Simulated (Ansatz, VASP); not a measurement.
# InAs: VASP beside Ansatz, part 3 of 3

Wanted: the spread between two codes on one cell, functional and k mesh.

VASP 6.6.1 and Ansatz 0.2.0.

So far. Step 4 (Side by side): Among the levels compared at these points, filled levels agree within 8 meV and empty ones within 9 meV.

## 6. VASP: band structure, HSE06, spin-orbit coupling

Level of this step: HSE06, spin-orbit coupling; plane waves and PAW (In_d, As) (VASP).

The same cell, functional, mesh and smearing now go to VASP, with its own data sets and cutoff.

The run reads the wave functions of an earlier VASP run, which isn't shown here.

Contents of INCAR:

```
SYSTEM = InAs
PREC = Accurate
ENCUT = 400
EDIFF = 1E-06
NELM = 100
ISMEAR = 0
SIGMA = 0.02
LREAL = .FALSE.
ALGO = Normal
LHFCALC = .TRUE.
AEXX = 0.25
GGA = PE
HFSCREEN = 0.2
LASPH = .TRUE.
LNONCOLLINEAR = .TRUE.
MAGMOM = 0 0 0 0 0 0
NBANDS = 30
GGA_COMPAT = .FALSE.
LSORBIT = .TRUE.
PRECFOCK = Fast
LORBIT = 11
LWAVE = .FALSE.
LCHARG = .FALSE.
KPAR = 4
```

Contents of POSCAR:

```
InAs
1.0
    0.0000000000      3.0290000000      3.0290000000
    3.0290000000      0.0000000000      3.0290000000
    3.0290000000      3.0290000000      0.0000000000
In As
1 1
Direct
    0.0000000000      0.0000000000      0.0000000000
    0.2500000000      0.2500000000      0.2500000000
```

Contents of KPOINTS:

```
Automatic mesh
0
Gamma
4 4 4
0 0 0
```

Contents of KPOINTS_OPT:

```
Line mode
6
Line-mode
Reciprocal
  0.00000000   0.00000000   0.00000000 GAMMA
  0.50000000   0.00000000   0.50000000 X

  0.50000000   0.00000000   0.50000000 X
  0.50000000   0.25000000   0.75000000 W

  0.50000000   0.25000000   0.75000000 W
  0.37500000   0.37500000   0.75000000 K

  0.37500000   0.37500000   0.75000000 K
  0.00000000   0.00000000   0.00000000 GAMMA

  0.00000000   0.00000000   0.00000000 GAMMA
  0.50000000   0.50000000   0.50000000 L

  0.50000000   0.50000000   0.50000000 L
  0.62500000   0.25000000   0.62500000 U

  0.62500000   0.25000000   0.62500000 U
  0.50000000   0.25000000   0.75000000 W

  0.50000000   0.25000000   0.75000000 W
  0.50000000   0.50000000   0.50000000 L

  0.50000000   0.50000000   0.50000000 L
  0.37500000   0.37500000   0.75000000 K

  0.62500000   0.25000000   0.62500000 U
  0.50000000   0.00000000   0.50000000 X
```

Potentials, in the order of the species: In_d and As (PBE family, release 64).

Started as:

```sh
$ mpirun -np 4 vasp_ncl
```

Numbers of over 12 decimals in the logs are rounded to 6 here.

The log of the run:

```text
[banner, memory and clock lines left out]
running    4 mpi-ranks, on    1 nodes
[...]
LDA part: xc-table for (Slater+PW92), standard interpolation
 found WAVECAR, reading the header
 POSCAR, INCAR and KPOINTS ok, starting setup
[...]
reading WAVECAR
 the WAVECAR file was read successfully
 initial charge from wavefunction
 entering main loop
       N       E                     dE             d eps       ncg     rms          rms(c)
DAV:   1    -0.916815246097E+01   -0.91682E+01   -0.50989E-01   800   0.871E+00    0.390E+00
DAV:   2    -0.918008442233E+01   -0.11932E-01   -0.42892E-02   696   0.167E+00    0.336E+00
DAV:   3    -0.917918147978E+01    0.90294E-03   -0.33413E-03   868   0.639E-01    0.257E+00
DAV:   4    -0.917876257896E+01    0.41890E-03   -0.22085E-04   728   0.195E-01    0.160E+00
DAV:   5    -0.917864114630E+01    0.12143E-03   -0.73382E-05   730   0.945E-02    0.971E-01
DAV:   6    -0.917860419168E+01    0.36955E-04   -0.16909E-05   754   0.488E-02    0.595E-01
[...]
1 F= -.91785899E+01 E0= -.91785899E+01  d E =-.149638E-13  mag=    -0.0000    -0.0000    -0.0000
 Start KPOINTS_OPT (optional k-point list driver)
k-point batch [1-10\60]
       N       E                     dE             ncg
DAV:   1     0.488605591130E+03   -0.29472E+04      606
DAV:   2    -0.109405070121E+04   -0.15827E+04      612
DAV:   3    -0.127052748693E+04   -0.17648E+03      748
DAV:   4    -0.127879637685E+04   -0.82689E+01      744
DAV:   5    -0.127914059268E+04   -0.34422E+00      960
DAV:   6    -0.127914555786E+04   -0.49652E-02      800
DAV:   7    -0.127914573140E+04   -0.17354E-03      946
DAV:   8    -0.127914573464E+04   -0.32485E-05      796
DAV:   9    -0.127914573472E+04   -0.79167E-07      564
[...]
k-point batch [51-60\60]
       N       E                     dE             ncg
DAV:   1     0.410736099372E+03   -0.45730E+04      600
DAV:   2    -0.115389488862E+04   -0.15646E+04      606
DAV:   3    -0.131750880286E+04   -0.16361E+03      770
DAV:   4    -0.132420331616E+04   -0.66945E+01      738
DAV:   5    -0.132450451690E+04   -0.30120E+00      924
DAV:   6    -0.132450892467E+04   -0.44078E-02      782
DAV:   7    -0.132450905232E+04   -0.12765E-03      936
DAV:   8    -0.132450905460E+04   -0.22754E-05      736
DAV:   9    -0.132450905467E+04   -0.72515E-07      528
```

Parts of OUTCAR (step 6):

```text
 POSITION                                       TOTAL-FORCE (eV/Angst)
 -----------------------------------------------------------------------------------
      0.00000      0.00000      0.00000         0.000000      0.000000      0.000000
      1.51450      1.51450      1.51450        -0.000000     -0.000000     -0.000000
 -----------------------------------------------------------------------------------
    total drift:                                0.000003     -0.000000      0.000004

  FREE ENERGIE OF THE ION-ELECTRON SYSTEM (eV)
  ---------------------------------------------------
  free  energy   TOTEN  =        -9.1785898643 eV

  energy  without entropy=       -9.1785898643  energy(sigma->0) =       -9.17858986

 magnetization (x)
# of ion       s       p       d       tot
------------------------------------------
    1       -0.000   0.000   0.000   0.000
    2        0.000   0.000   0.000   0.000
--------------------------------------------------
tot          0.000   0.000   0.000   0.000

 magnetization (y)
# of ion       s       p       d       tot
------------------------------------------
    1        0.000   0.000   0.000   0.000
    2        0.000   0.000   0.000   0.000
--------------------------------------------------
tot          0.000   0.000   0.000   0.000

 magnetization (z)
# of ion       s       p       d       tot
------------------------------------------
    1        0.000  -0.000  -0.000  -0.000
    2        0.000   0.000   0.000   0.000
--------------------------------------------------
tot          0.000  -0.000  -0.000  -0.000

[... 1 part as in an earlier step ...]

[... 2 further parts left out ...]
[key lines of the parts left out:]
E-fermi :   4.2699
```

## 7. Differences

What differs besides the data sets and the points named for the pairs above, as far as they apply: spin-orbit coupling enters by fully relativistic files in Ansatz and inside the spheres in VASP; the data sets hold 28 valence electrons in Ansatz (fully relativistic PAW (standard-fr) files) and 18 in VASP. Total energies have different zeros and are not compared.

The two programs side by side:

```csv
quantity,Ansatz,VASP,difference
gap over the path points (eV),0.444,0.444,0.000
```

Levels at points of the path, from each program's valence-band top (eV; 6 filled, then empty):

```csv
k (reciprocal lattice),Ansatz,VASP
0.000 0.000 0.000,-0.39 -0.39 0.00 0.00 0.00 0.00 0.44 0.44 4.23 4.23 4.70 4.70,-0.38 -0.38 0.00 0.00 0.00 0.00 0.44 0.44 4.26 4.26 4.71 4.71
0.500 0.000 0.500,-6.43 -6.43 -2.65 -2.65 -2.64 -2.64 2.02 2.02 2.62 2.62 10.13 10.13,-6.42 -6.42 -2.64 -2.64 -2.62 -2.62 2.03 2.03 2.64 2.64 10.13 10.13
0.500 0.200 0.700,-6.31 -6.25 -3.31 -3.22 -3.20 -3.08 4.18 4.25 4.54 4.66 6.43 6.60,-6.30 -6.24 -3.29 -3.21 -3.19 -3.07 4.18 4.26 4.55 4.66 6.44 6.60
0.400 0.350 0.750,-6.30 -6.24 -3.64 -3.63 -2.33 -2.31 2.80 2.81 4.97 5.02 7.68 7.83,-6.29 -6.23 -3.62 -3.62 -2.31 -2.30 2.81 2.82 4.97 5.02 7.69 7.83
0.150 0.150 0.300,-3.67 -3.66 -1.70 -1.68 -0.52 -0.50 2.69 2.70 4.67 4.82 5.16 5.20,-3.66 -3.66 -1.69 -1.67 -0.51 -0.49 2.69 2.71 4.68 4.82 5.17 5.21
0.200 0.200 0.200,-3.22 -3.22 -0.70 -0.70 -0.45 -0.43 1.88 1.88 4.99 4.99 5.30 5.30,-3.21 -3.21 -0.70 -0.70 -0.44 -0.43 1.88 1.88 5.01 5.01 5.30 5.30
0.550 0.400 0.550,-6.27 -6.24 -2.46 -2.44 -1.49 -1.49 2.71 2.71 4.91 4.94 6.04 6.04,-6.26 -6.23 -2.44 -2.43 -1.48 -1.48 2.71 2.72 4.92 4.95 6.05 6.05
0.600 0.250 0.650,-6.30 -6.24 -3.64 -3.63 -2.33 -2.31 2.80 2.81 4.97 5.02 7.68 7.83,-6.29 -6.23 -3.62 -3.62 -2.31 -2.30 2.81 2.82 4.97 5.02 7.69 7.83
0.500 0.250 0.750,-6.29 -6.23 -3.37 -3.27 -3.26 -3.13 4.83 4.88 4.99 5.10 5.63 5.88,-6.28 -6.22 -3.35 -3.25 -3.24 -3.12 4.83 4.88 5.00 5.10 5.65 5.89
0.500 0.500 0.500,-6.36 -6.36 -1.34 -1.34 -1.06 -1.06 1.55 1.55 5.25 5.25 5.42 5.42,-6.34 -6.34 -1.32 -1.32 -1.05 -1.05 1.56 1.56 5.26 5.26 5.43 5.43
```

Among the levels compared at these points, filled levels agree within 18 meV and empty ones within 31 meV.

## 8. Outcome

* difference in gap over the path points (band structure, HSEsol): -0.0038 eV
* difference in gap over the path points (band structure, HSE06, spin-orbit coupling): 4.0e-4 eV

The difference in gap over the path points is -0.0038 eV (band structure, HSEsol), within the 0.08 eV picked in this series as the mark of a large difference. Such differences can come from data sets, numerical settings and the points named under the comparisons, not from the functional's error against experiment.

[Lines on the potential files, build, host, timing and source positions are cut from VASP's logs without a mark.]

[Logs are printed without paths, hosts, clocks, repeated set-up lines and the standing remarks that a program may print on its own settings, such as how far it seeks lower states.]

[Hosts, paths, dates, database ids (printed as entryN), source tags and the programs' standing remarks are cut or masked in the printed files.]
